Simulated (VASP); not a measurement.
# H4CO in VASP: notebook

Runs on H4CO. Level: PBE+D3(BJ). Tasks: single point.

Everything below comes from runs of VASP 6.6.1. Logs are shortened: lines on timing, memory, paths and dates and some standing lists are left out, and cuts for length are marked.

### 1 The crystal as given

The cell holds a amorphous, 36 atoms: a = 7.380 Å, b = 7.380 Å, c = 7.380 Å, α = 90.00°, β = 90.00°, γ = 90.00°.

The cell was built by a generator and needn't be a form met in nature.

### 2 Single point, PBE+D3(BJ)

File INCAR:

```
SYSTEM = H4CO
PREC = Accurate
ENCUT = 520
EDIFF = 1E-6
ISMEAR = -1
SIGMA = 0.02
LREAL = Auto
LASPH = .True.
NELM = 100
ALGO = Normal
ISIF = 2
LWAVE = .False.
LCHARG = .False.
GGA = PE
IVDW = 12
NBANDS = 66
```

File KPOINTS:

```
regular mesh
0
Gamma
  1 1 1
  0 0 0
```

File POSCAR:

```
H4CO
1.0
    7.3803230000      0.0000000000      0.0000000000
    0.0000000000      7.3803230000      0.0000000000
    0.0000000000      0.0000000000      7.3803230000
C O H
6 6 24
Direct
    0.4229082751      0.5246752583      0.9153845495
    0.8726925204      0.1648512593      0.1802901345
    0.8634333758      0.4138420315      0.6564416827
    0.6600742831      0.9102906023      0.6960495210
    0.0455513121      0.7332695569      0.1959559778
    0.4209893938      0.3185251094      0.4496545902
    0.2882848035      0.3926481535      0.9707734276
    0.6994204738      0.0961583685      0.1293017526
    0.9602010895      0.5419449706      0.7669029754
    0.7228133997      0.8317886293      0.8620156402
    0.1158941648      0.5634475101      0.2574228084
    0.4605893858      0.4949218071      0.3834910509
    0.3489560997      0.6352815343      0.8494022690
    0.3532427270      0.2946317684      1.0310063958
    0.4981484841      0.5760103338      1.0327894083
    0.5166163566      0.4646696084      0.8169752620
    0.8603416305      0.3094594321      0.2134536837
    0.7177043233     -0.0087527419      0.0481163549
    0.9276676138      0.0948925259      0.3013141850
    0.9732323029      0.1509630793      0.0699000363
    0.7665433869      0.4903521469      0.5733736038
    1.0512995273      0.4744666013      0.8351828775
    0.9557665591      0.3405058406      0.5646477117
    0.7885960884      0.3160505305      0.7408229308
    0.5439444043      0.9970703320      0.7297638648
    0.8114986351      0.7360702256      0.8343089537
    0.7648816133      0.9953828383      0.6314708126
    0.6149456952      0.8062166572      0.5987423171
   -0.0872462117      0.7565918056      0.2590072108
    0.1666998886      0.4987577663      0.1518038993
    0.1372947111      0.8452284862      0.2325001425
    0.0272087456      0.7342360429      0.0482033793
    0.5397071388      0.2318911874      0.4270764095
    0.3420116629      0.5510434197      0.3571988527
    0.3877251369      0.3200735101      0.5957645875
    0.3053293029      0.2565018122      0.3778342404
```

Potentials or basis: VASP PAW PBE potentials, release 64 (C, O, H).

Launch:

```bash
cat potpaw_PBE.64/C/POTCAR potpaw_PBE.64/O/POTCAR potpaw_PBE.64/H/POTCAR > POTCAR
mpirun -np 1 vasp_gam > vasp.out
```

OUTCAR:

```text
SYSTEM = H4CO
   PREC = Accurate
   ENCUT = 520
   EDIFF = 1E-6
   ISMEAR = -1
   LREAL = Auto
   LASPH = .True.
   NELM = 100
   ISIF = 2
   GGA = PE
   IVDW = 12
 IVDW          = 12

 ion  position               nearest neighbor table
   1  0.423  0.525  0.915-  13 1.10  16 1.10  15 1.10   7 1.45
   2  0.873  0.165  0.180-  17 1.10  20 1.11  19 1.11   8 1.43
   3  0.863  0.414  0.656-  21 1.10  24 1.10  23 1.10   9 1.44
   4  0.660  0.910  0.696-  25 1.10  28 1.10  27 1.10  10 1.43
   5  0.046  0.733  0.196-  29 1.10  32 1.10  31 1.10  11 1.43
   6  0.421  0.319  0.450-  33 1.10  36 1.10  35 1.11  12 1.42
   7  0.288  0.393  0.971-  14 0.98   1 1.45
   8  0.699  0.096  0.129-  18 0.99   2 1.43
   9  0.960  0.542  0.767-  22 0.98   3 1.44
  10  0.723  0.832  0.862-  26 0.98   4 1.43
  11  0.116  0.563  0.257-  30 0.99   5 1.43
  12  0.461  0.495  0.383-  34 0.99   6 1.42
  13  0.349  0.635  0.849-   1 1.10
  14  0.353  0.295  0.031-   7 0.98
  15  0.498  0.576  0.033-   1 1.10
  16  0.517  0.465  0.817-   1 1.10
  17  0.860  0.309  0.213-   2 1.10
[... 17 lines left out ...]
  35  0.388  0.320  0.596-   6 1.11
  36  0.305  0.257  0.378-   6 1.10

  LATTYP: Found a simple cubic cell.
 ALAT       =     7.3803230000

  Lattice vectors:

 A1 = (   7.3803230000,   0.0000000000,   0.0000000000)
 A2 = (   0.0000000000,   7.3803230000,   0.0000000000)
 A3 = (   0.0000000000,   0.0000000000,   7.3803230000)

Analysis of symmetry for initial positions (statically):
=====================================================================
 Subroutine PRICEL returns:
 Original cell was already a primitive cell.

 Routine SETGRP: Setting up the symmetry group for a
 simple cubic supercell.

 Subroutine GETGRP returns: Found  1 space group operations
 (whereof  1 operations were pure point group operations)
 out of a pool of 48 trial point group operations.

The static configuration has the point symmetry C_1 .

Analysis of symmetry for dynamics (positions and initial velocities):
=====================================================================
 Subroutine PRICEL returns:
 Original cell was already a primitive cell.

 Routine SETGRP: Setting up the symmetry group for a
 simple cubic supercell.

 Subroutine GETGRP returns: Found  1 space group operations
 (whereof  1 operations were pure point group operations)
 out of a pool of 48 trial point group operations.

The dynamic configuration has the point symmetry C_1 .

 Subroutine INISYM returns: Found  1 space group operations
 (whereof  1 operations are pure point group operations),
 and found     1 'primitive' translations

[... 145 lines left out ...]
   ISYM   =      2    0-nonsym 1-usesym 2-fastsym
   POTIM  = 0.5000    time-step for ionic-motion
   TEBEG  =    0.0;   TEEND  =   0.0 temperature during run
   PSTRESS=    0.0 pullay stress
   NELECT =      84.0000    total number of electrons
   NUPDOWN=      -1.0000    fix difference up-down
   EMIN   =  10.00;   EMAX   =-10.00  energy-range for DOS
   EFERMI =   0.00;   METHOD = LEGACY
   ISMEAR =    -1;   SIGMA  =   0.02  broadening in eV -4-tet -1-fermi 0-gaus
   EFERMI_NEDOS =   21; number of points for ismear=-14 and -15
   IALGO  =     38    algorithm
   IMIX   =      4    mixing-type and parameters
     AMIX     =   0.40;   BMIX     =  1.00
     AMIX_MAG =   1.60;   BMIX_MAG =  1.00
  volume/ion in A,a.u.               =      11.17        75.36
  Fermi-wavevector in a.u.,A,eV,Ry     =   0.971462  1.835797 12.840345  0.943739
  Thomas-Fermi vector in A             =   2.101681
   LORBIT       =      0    0 simple, 1 ext, 2 COOP (PROOUT), +10 PAW based schemes
   GGA     = PE    functional components
   LHFCALC =     F    Hartree Fock is set to
   AEXX    =    0.0000 exact exchange contribution
   IVDW    =    12    specifies the selected vdW correction
   LEPSILON=     F    determine dielectric tensor
   LRPA    =     F    only Hartree local field effects (RPA)
 non-spin polarized calculation
  energy-cutoff  :      520.00
  volume of cell :      402.00
 maximum number of plane-waves:      5414
 NGX is ok and might be reduce to    54
   NGX = 27   NGY = 27   NGZ = 27

 number of electron      83.9999994 magnetization

 Free energy of the ion-electron system (eV)
  ---------------------------------------------------
  ext. energy  EPLUGINS =         0.00000000
  ---------------------------------------------------
  free energy    TOTEN  =      -182.77895762 eV

  energy without entropy =     -182.77895762  energy(sigma->0) =     -182.77895762

 E-fermi :  -2.4378     XC(G=0):  -6.3450

 val. band max:       -2.9830510184   @ k =   0.0000   0.0000   0.0000
 cond. band min:       1.6400927690   @ k =   0.0000   0.0000   0.0000
 fundamental gap:      4.6231437874
 Fermi energy:        -2.4378251056

 k-point     1 :       0.0000    0.0000    0.0000
  band No.  band energies     occupation
      1     -23.2912      2.00000
      2     -22.7870      2.00000
      3     -22.5159      2.00000
      4     -22.4919      2.00000
      5     -22.0132      2.00000
      6     -21.9191      2.00000
[... 46 lines left out ...]
     53       5.0450      0.00000
     54       5.3046      0.00000
 [bands above 54 left out]

------------------------ aborting loop because EDIFF is reached ----------------------------------------

 Edisp (eV)   -1.24505

 E8    (eV) :    -0.2707

  FORCE on cell =-STRESS in cart. coord.  units (eV):
  Direction    XX          YY          ZZ          XY          YZ          ZX
  --------------------------------------------------------------------------------------
  -------------------------------------------------------------------------------------
  Total      -1.60649    -0.61834    -0.70261     0.40086    -0.11188    -0.22253
  in kB      -6.40270    -2.46440    -2.80026     1.59765    -0.44591    -0.88688
  external pressure =       -3.89 kB  Pullay stress =        0.00 kB

 VOLUME and BASIS-vectors are now :
 -----------------------------------------------------------------------------
  energy-cutoff  :      520.00
  volume of cell :      402.00
      direct lattice vectors                 reciprocal lattice vectors
     7.380323000  0.000000000  0.000000000     0.135495425  0.000000000  0.000000000
     0.000000000  7.380323000  0.000000000     0.000000000  0.135495425  0.000000000
     0.000000000  0.000000000  7.380323000     0.000000000  0.000000000  0.135495425

 POSITION                                       TOTAL-FORCE (eV/Angst)
 -----------------------------------------------------------------------------------
      3.12120      3.87227      6.75583         0.051780      0.103793     -0.033034
      6.44075      1.21666      1.33060         0.065481      0.002522     -0.006619
      6.37242      3.05429      4.84475        -0.028871     -0.038870     -0.142391
      4.87156      6.71824      5.13707        -0.024727      0.044957     -0.107333
      0.33618      5.41177      1.44622        -0.021098      0.112995     -0.023425
      3.10704      2.35082      3.31860        -0.008732     -0.208078      0.089524
[... 28 lines left out ...]
      2.86154      2.36225      4.39694         0.008993     -0.018544      0.009627
      2.25343      1.89307      2.78854         0.003801     -0.015483      0.002270
 -----------------------------------------------------------------------------------
    total drift:                               -0.002689      0.001280      0.003071

  FREE ENERGIE OF THE ION-ELECTRON SYSTEM (eV)
  ---------------------------------------------------
  free  energy   TOTEN  =      -184.0240119899 eV

  energy  without entropy=     -184.0240119899  energy(sigma->0) =     -184.02401199
```

OSZICAR:

```text
N       E                     dE             d eps       ncg     rms          rms(c)
DAV:   1     0.615790773150E+03    0.61579E+03   -0.41989E+04   132   0.114E+03
DAV:   2    -0.122398227228E+03   -0.73819E+03   -0.70775E+03   166   0.270E+02
DAV:   3    -0.197801691597E+03   -0.75403E+02   -0.74975E+02   160   0.927E+01
DAV:   4    -0.199437917856E+03   -0.16362E+01   -0.16301E+01   176   0.152E+01
DAV:   5    -0.199472439833E+03   -0.34522E-01   -0.34504E-01   168   0.213E+00    0.236E+01
DAV:   6    -0.185156915635E+03    0.14316E+02   -0.28439E+01   168   0.183E+01    0.113E+01
DAV:   7    -0.183144993248E+03    0.20119E+01   -0.32858E+00   160   0.650E+00    0.569E+00
DAV:   8    -0.182782089528E+03    0.36290E+00   -0.10533E+00   168   0.482E+00    0.105E+00
DAV:   9    -0.182770592169E+03    0.11497E-01   -0.18322E-01   168   0.213E+00    0.578E-01
DAV:  10    -0.182776402712E+03   -0.58105E-02   -0.41013E-02   152   0.736E-01    0.298E-01
DAV:  11    -0.182777510726E+03   -0.11080E-02   -0.13520E-02   160   0.562E-01    0.212E-01
DAV:  12    -0.182778869583E+03   -0.13589E-02   -0.58884E-03   136   0.356E-01    0.501E-02
DAV:  13    -0.182779036529E+03   -0.16695E-03   -0.85031E-04   160   0.117E-01    0.343E-02
DAV:  14    -0.182778984217E+03    0.52312E-04   -0.13465E-04   144   0.527E-02    0.131E-02
DAV:  15    -0.182778959943E+03    0.24274E-04   -0.19477E-05   160   0.207E-02    0.635E-03
DAV:  16    -0.182778957807E+03    0.21354E-05   -0.67330E-06   152   0.104E-02    0.323E-03
DAV:  17    -0.182778957624E+03    0.18276E-06   -0.67271E-07   120   0.434E-03
   1 F= -.18402401E+03 E0= -.18402401E+03  d E =-.201941E-11
```

Wall time 31 s (1 thread of AMD EPYC 9R45 (Zen 5), shared host); peak memory 0.34 GiB.

What came out:

* Free energy: -184.0240 eV
* Pressure: -0.4 GPa
* Largest force: 0.227 eV/Å
* Band gap on the k mesh: 4.62 eV, direct
* Dispersion energy per atom: -0.035 eV

Forces in eV/Å, atoms in the order of the input:
```
C    0.052  0.104 -0.033
C    0.065  0.003 -0.007
C   -0.029 -0.039 -0.142
C   -0.025  0.045 -0.107
C   -0.021  0.113 -0.023
C   -0.009 -0.208  0.090
O   -0.084  0.020  0.042
O   -0.040  0.007 -0.088
O   -0.016  0.023 -0.005
O   -0.022  0.002  0.016
O    0.058 -0.076  0.027
O    0.000  0.131 -0.063
H    0.026  0.002  0.019
H    0.006 -0.070  0.002
H    0.000  0.002 -0.001
H    0.018  0.002  0.001
H   -0.040 -0.002 -0.021
H   -0.032  0.013  0.001
H   -0.052  0.021 -0.055
H   -0.067  0.024  0.042
H    0.054 -0.036  0.021
H    0.065  0.016  0.060
H   -0.027  0.063  0.058
H    0.009 -0.009  0.006
H    0.026 -0.001 -0.018
H    0.095 -0.100  0.010
H   -0.034 -0.052  0.004
H    0.010  0.023  0.047
H   -0.006 -0.003  0.039
H    0.009 -0.042 -0.029
H    0.002  0.004  0.033
H   -0.001  0.020  0.032
H    0.004 -0.014  0.008
H   -0.008  0.048  0.025
H    0.009 -0.019  0.010
H    0.004 -0.015  0.002
```

Levels at points of the mesh, in eV from the valence-band top:
| k point | band 39 | band 40 | band 41 | band 42 | band 43 | band 44 | band 45 | band 46 |
| --- | --- | --- | --- | --- | --- | --- | --- | --- |
| (0.00, 0.00, 0.00) | -0.53 | -0.47 | -0.03 | 0.00 | 4.62 | 6.14 | 6.24 | 6.47 |

Expect the measured gap to be larger: semilocal functionals such as PBE lack the derivative discontinuity.

### 3 Single point, PBE+D3(BJ)

File INCAR:

```
SYSTEM = H4CO
  PREC = Accurate
  ENCUT = 520
  EDIFF = 1E-6
  ISMEAR = -1
  SIGMA = 0.02
  LREAL = Auto
  LASPH = .True.
  NELM = 100
  ALGO = Normal
  ISIF = 2
  LWAVE = .False.
  LCHARG = .False.
  GGA = PE
  IVDW = 12
  NBANDS = 66
```

KPOINTS is that of step 2.

File POSCAR:

```
H4CO
1.0
    7.3803230000      0.0000000000      0.0000000000
    0.0000000000      7.3803230000      0.0000000000
    0.0000000000      0.0000000000      7.3803230000
C O H
6 6 24
Direct
    0.4230995000      0.5114684000      0.9041556000
    0.9673726000      0.1495226000      0.2782531000
    0.8261468000      0.3984680000      0.6952807000
    0.6197197000      0.9362260000      0.6784508000
    0.0049297000      0.7544017000      0.1278991000
    0.4167488000      0.3374824000      0.3908579000
    0.3474111000      0.3561550000      0.9897217000
    0.7784689000      0.1136049000      0.2923192000
    0.9746272000      0.4500835000      0.8069139000
    0.6287376000      0.7901302000      0.8039388000
    0.0271497000      0.5764918000      0.1987997000
    0.4894393000      0.4612830000      0.2621642000
    0.3096349000      0.5999809000      0.8712117000
    0.4467923000      0.2756748000      1.0200586000
    0.5161532000      0.5852876000      0.9934553000
    0.4944205000      0.4773593000      0.7783280000
    0.9840048000      0.2940323000      0.3034375000
    0.7611449000     -0.0147916000      0.2702230000
    1.0466590000      0.0746043000      0.3791671000
    1.0206791000      0.1187530000      0.1429966000
    0.7280865000      0.5085269000      0.7033534000
    1.0634638000      0.3533848000      0.8013073000
    0.8658825000      0.3810006000      0.5531587000
    0.7608965000      0.2735743000      0.7424682000
    0.4890693000      1.0014351000      0.7001810000
    0.7444969000      0.7304020000      0.7864353000
    0.7269126000      1.0366343000      0.7010459000
    0.6264541000      0.8898868000      0.5374188000
   -0.1405975000      0.7779456000      0.1200602000
    0.1562580000      0.5532019000      0.2067149000
    0.0648251000      0.8580521000      0.2159436000
    0.0623959000      0.7683303000     -0.0084325000
    0.5033585000      0.2179982000      0.3868296000
    0.4137852000      0.5687412000      0.2639559000
    0.4183803000      0.3923116000      0.5289658000
    0.2779610000      0.2963142000      0.3573049000
```

Potentials or basis: VASP PAW PBE potentials, release 64 (C, O, H).

Launch:

```bash
cat potpaw_PBE.64/C/POTCAR potpaw_PBE.64/O/POTCAR potpaw_PBE.64/H/POTCAR > POTCAR
mpirun -np 1 vasp_gam > vasp.out
```

It took 31 s on 1 thread of AMD EPYC 9R45 (Zen 5), shared host; peak memory 0.34 GiB.

The run converged. Its results:

```yaml
Free_energy: -181.9322 eV
Pressure: 2.0 GPa
Largest_force: 1.524 eV/Å
Band_gap_on_the_k_mesh: 3.84 eV, direct
Dispersion_energy_per_atom: -0.035 eV
```

Forces on the atoms (eV/Å):
```
C   -0.174 -0.064  0.024
C    0.075  0.342 -0.080
C    0.234  0.092 -0.202
C   -0.041 -0.008  0.038
C    0.104 -0.151  0.154
C    0.019 -0.155  0.094
O   -0.751 -0.738 -1.101
O   -0.274 -0.137 -0.003
O    0.061  0.032 -0.064
O    0.227  0.331 -0.029
O    0.061  0.070  0.396
O    0.575  0.520  1.250
H   -0.195  0.165 -0.153
H    0.071  0.071  0.175
H    0.048 -0.192 -0.043
H   -0.142 -0.013  0.024
H   -0.022  0.255 -0.163
H   -0.043 -0.143 -0.054
H    0.095 -0.147  0.227
H    0.052  0.159 -0.107
H   -0.141 -0.079 -0.173
H    0.325  0.026  0.281
H   -0.036  0.012 -0.144
H   -0.113 -0.004  0.116
H   -0.232  0.184 -0.011
H    0.183 -0.023  0.140
H    0.087 -0.012 -0.042
H    0.015 -0.073 -0.160
H   -0.303  0.021 -0.132
H    0.020 -0.283 -0.230
H    0.114 -0.158  0.054
H    0.011 -0.007 -0.248
H    0.151 -0.129  0.003
H    0.120  0.132  0.013
H   -0.029  0.124  0.243
H   -0.152 -0.020 -0.089
```

Stress tensor (GPa, compression positive):
```
 1.85  0.25  0.36
 0.25  2.18 -0.03
 0.36 -0.03  1.85
```

Levels at points of the mesh, in eV from the valence-band top:
```tsv
k point	band 38	band 39	band 40	band 41	band 42	band 43	band 44	band 45	band 46	band 47
(0.00, 0.00, 0.00)	-1.06	-0.86	-0.74	-0.43	0.00	3.84	4.90	5.58	5.78	6.14
```

(Continued in part 2 of 2.)
